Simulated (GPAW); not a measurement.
Crystal: BeS.

```
S Be
1.0
     0.00000    2.42500    2.42500
     2.42500    0.00000    2.42500
     2.42500    2.42500    0.00000
S Be
1 1
Direct
  0.75000 0.75000 0.75000
  0.00000 0.00000 0.00000
```

Base run:

* Program: GPAW 26.7.0
* Functional: r2SCAN
* Potentials or basis: GPAW PAW data sets (gpaw-data 1.2.1)
* Cutoff: 800 eV
* Basis: pw
* k mesh: 9 × 9 × 9
* Occupations: fermi-dirac, width 0.05 eV
* Spin: no spin polarisation

Its results: band gap on the k mesh 3.66 eV, indirect (least direct gap 6.22 eV); pressure 2.0 GPa.

**Question.** The run is repeated on the same cell with these changes: functional from r2SCAN to PBEsol; potentials or basis from GPAW PAW data sets (gpaw-data 1.2.1) to PAW data sets generated in the run's folder for this functional. What comes out?

**Answer.** Band gap on the k mesh 3.02 eV, indirect (least direct gap 5.58 eV); pressure -0.7 GPa.

Caveats: the mesh misses the band edges, which the band path finds closer together; the PAW data sets were made with another functional, which shifts forces and pressure a little (some runs).
